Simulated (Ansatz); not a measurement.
## Ag under changes of volume

One of the cells (17.048 Å³/atom); the others are scaled copies at fixed shape and fractional positions:

```
CELL_PARAMETERS angstrom
0.00000 2.04275 2.04275
2.04275 0.00000 2.04275
2.04275 2.04275 0.00000
ATOMIC_POSITIONS crystal
Ag 0.00000 0.00000 0.00000
```

* Program: Ansatz 0.2.0
* Functional: CAM-B3LYP
* Potentials or basis: Ansatz PAW
* Cutoff: 420 eV (not typed: the program's choice for these potentials)
* k mesh: 6 × 6 × 6
* Occupations: fermi-dirac, width 0.05 eV
* Spin: no spin polarisation

| volume (Å³/atom) | energy over the lowest point (meV/atom) | pressure (GPa) |
| --- | --- | --- |
| 16.025 | ? | ? |
| 16.366 | 81.51 | 12.3 |
| 16.707 | 58.45 | 9.4 |
| 17.048 | 41.30 | 6.8 |
| 17.389 | 15.75 | 5.7 |
| 17.730 | 5.79 | 3.7 |
| 18.071 | 0.00 | 1.8 |

Task: What does the run at 16.025 Å³/atom give?

Result: Energy over the lowest point 111.30 meV/atom; pressure 15.7 GPa.

The energies don't lie on one smooth curve, so no fit is given. The run at 17.048 Å³/atom lies farthest off, from a change of basis, grid or state.

Energies are extrapolated to zero smearing.

Caveats: all runs use coarse meshes; the PAW data sets come from PBE, with cores solved anew for the run's functional, which leaves a small shift of forces and pressure; the thresholds are loose for stress.
